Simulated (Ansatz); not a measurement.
# Iron, bcc under r²SCAN: testing the plane-wave cutoff, part 2 of 2

Aim: find which plane-wave cutoff is enough for energy and pressure. The geometry was relaxed under r²SCAN beforehand and stays fixed; 9 values are run, from 150 to 800 eV. Wanted are the values from which on the energy stays within 10 and 1 meV/atom, and the pressure within 0.5 GPa, of the last run. Within the series other settings stay, but some runs also write fields, which adds to their time. Spin polarisation is left out.

Ansatz 0.2.0; DFT r²SCAN, plane waves with PAW, scalar-relativistic. The steps go on from the part before.

## (7) With a cutoff of 350 eV

The run at 350 eV.

Input file input.yaml:

```yaml
crystal:
  lattice:
    - [-1.3650158294, 1.3650158294, 1.3650158294]
    - [1.3650158294, -1.3650158294, 1.3650158294]
    - [1.3650158294, 1.3650158294, -1.3650158294]
  atoms:
    - { symbol: Fe, position: [0.0, 0.0, 0.0] }
hamiltonian:
  xc: r2scan
  pseudopotentials:
    kind: paw
    azcp:
      Fe: "pseudopotentials/Fe.paw.azcp"
basis:
  ecutwfc: 350
  fft_grid_basis: typed
kpoints:
  mp_grid: { grid: [16, 16, 16], shift: [0, 0, 0] }
magnetization:
  spin_polarized: false
scf:
  occupations: { method: fermi_dirac, width: 0.1 }
  lower_state_search: "off"
output:
  stress: true
```

Command:

```sh
ansatz run input.yaml --threads 2 --pin off --max-ram 5120MiB --backend cpu --events-out ev --progress --plain --runs-dir out
```

Output, cut to the lines that bear on the results:

```text
Warning: basis.ecutwfc = 350 eV is below the records' recommended 500 eV, and the density's cutoff is lower with it unless basis.ecutrho_ratio is high enough to keep the records' density cutoff: compare with a run at a higher cutoff
Warning: RAYON_NUM_THREADS=2 ignored (pool sized by the plan → 2); use --threads N
[...]
Pseudopotentials: kind: paw
Pseudopotential: Fe, paw, valence charge 16, recommended cutoff 500 eV (meta_gga), <dir>
Functional definition: r2SCAN
[...]
Crystal: 1 atoms, lattice volume = 10.174 Å³
Basis set: ecut = 350 eV, 141 PW (Γ), exchange–correlation on 60×60×60 points (64 copies of the dense FFT grid, shifted against one another)
Bands: 12, of which v1, the nominal top of the filled ones, is band 8 counted from 1 (7 counted from 0)
Symmetry: 48 space group operations
Space group: Im-3m (ITA 229), of the structure as read, at distance tolerance 2.2e-5 Å
k-points: 145 of 4096
[...]
SCF iter   1: F=-4484.839428 eV  HF=-4484.799989 eV  |F-HF|=3.94e-2  |Δ(HF+E_count)|=         —  Δρ=1.19e-2  dr2=5.45e-3  dr2_τ=4.59e-2  ethr=1.77e-3  ⟨swp⟩=4.8  Hψ=9345  notcnv=0
[...]
SCF iter   7: F=-4484.850668 eV  HF=-4484.850668 eV  |F-HF|=2.31e-8  |Δ(HF+E_count)|=   2.54e-7  Δρ=2.47e-5  dr2=3.69e-8  dr2_τ=1.72e-9  ethr=6.25e-10  ⟨swp⟩=3.1  Hψ=6842  notcnv=0
[...]
SCF converged after 7 iterations
Free energy (F): -4484.850668 eV
[...]
E sigma→0 (E₀):  -4484.804042 eV
Entropy (-TS):   -0.093253 eV (-93.253 meV/atom)
Fermi energy:    21.135278 eV
[...]
--- Stress (GPa, compression-positive) ---
        0.563264       0.000000       0.000000
        0.000000       0.563264       0.000000
        0.000000       0.000000       0.563264
  P = ⅓ Tr σ = 0.5633 GPa (5.633 kbar)
```

Wall time 0.92 s (2 threads of Arm Neoverse V2, shared host); peak memory 0.27 GiB.

## (8) With a cutoff of 420 eV

The run at 420 eV.

Edit input.yaml of step 7 so:

```diff
@@ -14,3 +14,3 @@
 basis:
-  ecutwfc: 350
+  ecutwfc: 420
   fft_grid_basis: typed
```

Command:

```sh
ansatz run input.yaml --threads 2 --pin off --max-ram 5120MiB --backend cpu --events-out ev --progress --plain --runs-dir out
```

Output, cut to the lines that bear on the results:

```text
Warning: basis.ecutwfc = 420 eV is below the records' recommended 500 eV, and the density's cutoff is lower with it unless basis.ecutrho_ratio is high enough to keep the records' density cutoff: compare with a run at a higher cutoff
Warning: RAYON_NUM_THREADS=2 ignored (pool sized by the plan → 2); use --threads N
[...]
Pseudopotentials: kind: paw
Pseudopotential: Fe, paw, valence charge 16, recommended cutoff 500 eV (meta_gga), <dir>
Functional definition: r2SCAN
[...]
Crystal: 1 atoms, lattice volume = 10.174 Å³
Basis set: ecut = 420 eV, 201 PW (Γ), exchange–correlation on 64×64×64 points (64 copies of the dense FFT grid, shifted against one another)
Bands: 12, of which v1, the nominal top of the filled ones, is band 8 counted from 1 (7 counted from 0)
Symmetry: 48 space group operations
Space group: Im-3m (ITA 229), of the structure as read, at distance tolerance 2.2e-5 Å
k-points: 145 of 4096
[...]
SCF iter   1: F=-4484.866782 eV  HF=-4484.824262 eV  |F-HF|=4.25e-2  |Δ(HF+E_count)|=         —  Δρ=1.28e-2  dr2=6.89e-3  dr2_τ=4.53e-2  ethr=1.77e-3  ⟨swp⟩=4.9  Hψ=9812  notcnv=0
[...]
SCF iter   7: F=-4484.876428 eV  HF=-4484.876428 eV  |F-HF|=7.16e-9  |Δ(HF+E_count)|=   4.62e-8  Δρ=1.52e-5  dr2=1.30e-8  dr2_τ=1.02e-9  ethr=6.25e-10  ⟨swp⟩=3.0  Hψ=7186  notcnv=0
[...]
SCF converged after 7 iterations
Free energy (F): -4484.876428 eV
[...]
E sigma→0 (E₀):  -4484.829938 eV
Entropy (-TS):   -0.092981 eV (-92.981 meV/atom)
Fermi energy:    21.148215 eV
[...]
--- Stress (GPa, compression-positive) ---
        0.200203      -0.000000      -0.000000
       -0.000000       0.200203       0.000000
        0.000000      -0.000000       0.200203
  P = ⅓ Tr σ = 0.2002 GPa (2.002 kbar)
```

It took 1.3 s on 2 threads of Arm Neoverse V2, shared host; peak memory 0.28 GiB.

## (9) With a cutoff of 500 eV

The run at 500 eV.

Edit input.yaml of step 8 so:

```diff
@@ -14,3 +14,3 @@
 basis:
-  ecutwfc: 420
+  ecutwfc: 500
   fft_grid_basis: typed
```

Command:

```sh
ansatz run input.yaml --threads 2 --pin off --max-ram 5120MiB --backend cpu --events-out ev --progress --plain --runs-dir out
```

Output, cut to the lines that bear on the results:

```text
Warning: RAYON_NUM_THREADS=2 ignored (pool sized by the plan → 2); use --threads N
[...]
Pseudopotentials: kind: paw
Pseudopotential: Fe, paw, valence charge 16, recommended cutoff 500 eV (meta_gga), <dir>
Functional definition: r2SCAN
[...]
Crystal: 1 atoms, lattice volume = 10.174 Å³
Basis set: ecut = 500 eV, 249 PW (Γ), exchange–correlation on 72×72×72 points (64 copies of the dense FFT grid, shifted against one another)
Bands: 12, of which v1, the nominal top of the filled ones, is band 8 counted from 1 (7 counted from 0)
Symmetry: 48 space group operations
Space group: Im-3m (ITA 229), of the structure as read, at distance tolerance 2.2e-5 Å
k-points: 145 of 4096
[...]
SCF iter   1: F=-4484.869878 eV  HF=-4484.828885 eV  |F-HF|=4.10e-2  |Δ(HF+E_count)|=         —  Δρ=1.23e-2  dr2=5.99e-3  dr2_τ=4.49e-2  ethr=1.77e-3  ⟨swp⟩=5.1  Hψ=9787  notcnv=0
[...]
SCF iter   7: F=-4484.880171 eV  HF=-4484.880171 eV  |F-HF|=9.33e-9  |Δ(HF+E_count)|=   1.35e-7  Δρ=1.52e-5  dr2=1.39e-8  dr2_τ=4.80e-10  ethr=6.25e-10  ⟨swp⟩=3.3  Hψ=7276  notcnv=0
[...]
SCF converged after 7 iterations
Free energy (F): -4484.880171 eV
[...]
E sigma→0 (E₀):  -4484.833662 eV
Entropy (-TS):   -0.093020 eV (-93.020 meV/atom)
Fermi energy:    21.143714 eV
[...]
--- Stress (GPa, compression-positive) ---
        0.121901      -0.000000       0.000000
        0.000000       0.121901      -0.000000
        0.000000       0.000000       0.121901
  P = ⅓ Tr σ = 0.1219 GPa (1.219 kbar)
```

Wall time 1.4 s (2 threads of Arm Neoverse V2, shared host); peak memory 0.29 GiB.

## (10) With a cutoff of 600 eV

The run at 600 eV.

Edit input.yaml of step 9 so:

```diff
@@ -14,3 +14,3 @@
 basis:
-  ecutwfc: 500
+  ecutwfc: 600
   fft_grid_basis: typed
```

Command:

```sh
ansatz run input.yaml --threads 2 --pin off --max-ram 5120MiB --backend cpu --events-out ev --progress --plain --runs-dir out
```

Output, cut to the lines that bear on the results:

```text
Warning: RAYON_NUM_THREADS=2 ignored (pool sized by the plan → 2); use --threads N
[...]
Pseudopotentials: kind: paw
Pseudopotential: Fe, paw, valence charge 16, recommended cutoff 500 eV (meta_gga), <dir>
Functional definition: r2SCAN
[...]
Crystal: 1 atoms, lattice volume = 10.174 Å³
Basis set: ecut = 600 eV, 321 PW (Γ), exchange–correlation on 80×80×80 points (64 copies of the dense FFT grid, shifted against one another)
Bands: 12, of which v1, the nominal top of the filled ones, is band 8 counted from 1 (7 counted from 0)
Symmetry: 48 space group operations
Space group: Im-3m (ITA 229), of the structure as read, at distance tolerance 2.2e-5 Å
k-points: 145 of 4096
[...]
SCF iter   1: F=-4484.870911 eV  HF=-4484.830335 eV  |F-HF|=4.06e-2  |Δ(HF+E_count)|=         —  Δρ=1.21e-2  dr2=5.66e-3  dr2_τ=4.46e-2  ethr=1.77e-3  ⟨swp⟩=4.7  Hψ=9447  notcnv=0
[...]
SCF iter   7: F=-4484.881266 eV  HF=-4484.881266 eV  |F-HF|=7.44e-9  |Δ(HF+E_count)|=   2.26e-7  Δρ=1.40e-5  dr2=1.20e-8  dr2_τ=8.86e-10  ethr=6.25e-10  ⟨swp⟩=3.7  Hψ=7234  notcnv=0
[...]
SCF converged after 7 iterations
Free energy (F): -4484.881266 eV
[...]
E sigma→0 (E₀):  -4484.834759 eV
Entropy (-TS):   -0.093014 eV (-93.014 meV/atom)
Fermi energy:    21.142517 eV
[...]
--- Stress (GPa, compression-positive) ---
        0.100115       0.000000       0.000000
        0.000000       0.100115      -0.000000
       -0.000000       0.000000       0.100115
  P = ⅓ Tr σ = 0.1001 GPa (1.001 kbar)
```

Run time: 1.7 s. Hardware: 2 threads of Arm Neoverse V2, shared host; peak memory 0.32 GiB.

## (11) With a cutoff of 800 eV

The run at 800 eV.

Edit input.yaml of step 10 so:

```diff
@@ -14,3 +14,3 @@
 basis:
-  ecutwfc: 600
+  ecutwfc: 800
   fft_grid_basis: typed
@@ -25 +25,5 @@
   stress: true
+  write_density: true
+  write_potential: true
+  elf: true
+  volumetric_format: npy
```

Command:

```sh
ansatz run input.yaml --threads 2 --pin off --max-ram 5120MiB --backend cpu --events-out ev --progress --plain --runs-dir out
```

Output, cut to the lines that bear on the results:

```text
Warning: RAYON_NUM_THREADS=2 ignored (pool sized by the plan → 2); use --threads N
[...]
Pseudopotentials: kind: paw
Pseudopotential: Fe, paw, valence charge 16, recommended cutoff 500 eV (meta_gga), <dir>
Functional definition: r2SCAN
[...]
Crystal: 1 atoms, lattice volume = 10.174 Å³
Basis set: ecut = 800 eV, 531 PW (Γ), exchange–correlation on 96×96×96 points (64 copies of the dense FFT grid, shifted against one another)
Bands: 12, of which v1, the nominal top of the filled ones, is band 8 counted from 1 (7 counted from 0)
Symmetry: 48 space group operations
Space group: Im-3m (ITA 229), of the structure as read, at distance tolerance 2.2e-5 Å
k-points: 145 of 4096
[...]
SCF iter   1: F=-4484.871578 eV  HF=-4484.831080 eV  |F-HF|=4.05e-2  |Δ(HF+E_count)|=         —  Δρ=1.21e-2  dr2=5.69e-3  dr2_τ=4.45e-2  ethr=1.77e-3  ⟨swp⟩=4.6  Hψ=9325  notcnv=0
[...]
SCF iter   7: F=-4484.881960 eV  HF=-4484.881960 eV  |F-HF|=4.38e-9  |Δ(HF+E_count)|=   2.31e-7  Δρ=1.12e-5  dr2=7.77e-9  dr2_τ=1.05e-9  ethr=6.25e-10  ⟨swp⟩=5.9  Hψ=10359  notcnv=0
[...]
SCF converged after 7 iterations
Free energy (F): -4484.881960 eV
[...]
E sigma→0 (E₀):  -4484.835452 eV
Entropy (-TS):   -0.093014 eV (-93.014 meV/atom)
Fermi energy:    21.142484 eV
[...]
--- Stress (GPa, compression-positive) ---
        0.066402      -0.000000      -0.000000
       -0.000000       0.066402      -0.000000
        0.000000       0.000000       0.066402
  P = ⅓ Tr σ = 0.0664 GPa (0.664 kbar)
--- Band table (eV; the first three rows and the last of 145) ---
  k-point 0: bands = ["-69.4814", "-33.7964", "-33.7964", "-33.7964", "11.4182", "19.1129", "19.1129", "19.1129", "21.1450", "21.1450", "47.2606", "47.2606"]
[...]
```

Run time: 3 s. Hardware: 2 threads of Arm Neoverse V2, shared host; peak memory 0.38 GiB.

## (12) Convergence table

Differences are taken from the run at 800 eV.

```csv
cutoff (eV),plane waves at Γ,E(σ → 0) (meV/atom),P (GPa),SCF cycles,CPU time
150,43,78938.44,258.41,8,1.3 s
200,55,16054.87,-87.55,7,1.2 s
250,87,2951.65,11.27,8,1.9 s
300,135,400.37,5.90,7,1.9 s
350,141,31.41,0.56,7,1.6 s
420,201,5.51,0.20,7,2.3 s
500,249,1.79,0.12,7,2.7 s
600,321,0.69,0.10,7,3 s
800,531,0.00,0.07,7,5.8 s
```

## (13) Outcome

This closing draws on all 2 parts.

```
                                                                      quantity                                value
                                   E(σ → 0) stays within 10 meV/atom of 800 eV                       from 420 eV on
                                              E(σ → 0) stays within 1 meV/atom                       from 600 eV on
                                                 pressure stays within 0.5 GPa                       from 350 eV on
                                                            pressure at 800 eV                             0.07 GPa
                                               CPU time, dearest over cheapest                                  4.7
run at the usual settings (mesh 26×26×26 against the series' 16×16×16, 500 eV)  +0.3 meV/atom from 800 eV, 0.08 GPa
```

In words: At 150 eV the energy differs by +78938 meV/atom and the pressure by +258.3 GPa. Each step up in cutoff lowers the energy. Total energies within 1 meV/atom need 600 eV; differences between like structures often settle sooner. The cell taken over is 14 % smaller than the measured one (11.78 Å³/atom, COD), which weighs on all values here.

Real Fe is ferromagnetic; without spin these runs don't describe its ground state.
